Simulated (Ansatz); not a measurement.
**One structure, 3 elements: BN, AlN, GaN**

Plane-wave DFT in Ansatz with scalar-relativistic PAW potentials, cutoff 420 eV, Γ-centred meshes chosen by cell and gap, Gaussian smearing with energies taken to zero width. Every cell was relaxed (cell and atoms) in a run of its own, within the symmetry of its start. Functional: PBEsol.

All members share space group P6_3mc and the same sites; only the element on one set of sites changes (B, Al, Ga). Members needn't be the stable form of their composition. Energies over the elements, where given, are against the elements' standard states in the same functional (H₂, N₂, O₂ and halogens uncorrected, Hg as a solid). The first member:

Space group P6_3mc (No. 186). a = 2.541 Å, b = 2.541 Å, c = 4.203 Å, α = 90.00°, β = 90.00°, γ = 120.00°
| atom | site | symmetry | x | y | z |
| --- | --- | --- | --- | --- | --- |
| B | 2b | 3m. | 0.6667 | 0.3333 | 0.9997 |
| N | 2b | 3m. | 0.6667 | 0.3333 | 0.6253 |

| compound | V (Å³/atom) | a (Å) | c (Å) | gap on mesh (eV) | energy over elements (eV/atom) |
| --- | --- | --- | --- | --- | --- |
| BN | 5.88 | 2.541 | 4.203 | 4.96 | -1.331 |
| GaN | 11.37 | 3.183 | 5.185 | 1.88 | -0.587 |

Task: Predict the member with Al.

Result: V (Å³/atom) 10.46, a (Å) 3.114, c (Å) 4.984, gap on mesh (eV) 4.09, energy over elements (eV/atom) -1.468. Interpolating linearly in period between B and Ga would give 8.62 Å³/atom (17.6 % too small) and a gap of 3.42 eV, with -0.959 eV/atom over the elements. Over the whole series the volume grows at each step down the group; the gap narrows; binding against the elements is strongest for Al.